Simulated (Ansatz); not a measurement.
## ⁶⁵Cu NMR of the central transition in Cu₂O

Cell: a COD entry, whose atoms a relaxation with PBE at fixed cell left in place.

```
CELL_PARAMETERS angstrom
4.26000 0.00000 0.00000
0.00000 4.26000 0.00000
0.00000 0.00000 4.26000
ATOMIC_POSITIONS crystal
Cu 0.25000 0.25000 0.25000
Cu 0.25000 0.75000 0.75000
Cu 0.75000 0.75000 0.25000
Cu 0.75000 0.25000 0.75000
O 0.00000 0.00000 0.00000
O 0.50000 0.50000 0.50000
```

Atom numbers follow the list; atoms alike are taken as one site, whose name carries the number of the first.

Method: Kohn–Sham DFT in Ansatz, PBE, plane waves and PAW (field gradients read without the response of the frozen cores, which leaves them typically 4 to 6 % off), scalar-relativistic, 420 eV cutoff, Γ-centred 5×5×5 k-points, Fermi–Dirac smearing 0.02 eV.

⁶⁵Cu has I = 3/2 and Q = -204.0 mb (Pyykkö 2018); at 28.2 T its Larmor frequency is ν₀ = 341.3 MHz. Only the quadrupole interaction is simulated: positions count from each site's isotropic chemical shift, and shift anisotropy, dipolar and J coupling are left out.

(1) What does the ⁶⁵Cu spectrum (static powder) show for each site?

Answers

(1) 

```json
{"site": "Cu", "first shell": "2 O at 1.84 Å, angle 180°", "C_Q (MHz)": "26.4", "η": "0.00", "P_Q (MHz)": "26.4", "δ_QIS (ppm)": "-149", "breadth (kHz)": "265"}
```

δ_QIS = −(ν_Q²/30ν₀²)[I(I+1) − 3/4](1 + η²/3) × 10⁶ ppm with ν_Q = 3|C_Q|/[2I(2I−1)]; it falls as 1/B₀² in ppm, and the breadth as 1/B₀ in kHz.

An axis of threefold or higher order runs through Cu, so V_zz lies along it and η is zero.

Semilocal functionals underestimate gradients at Cu(I) with two or three neighbours, in Cu₂O by a fifth to nearly a half.
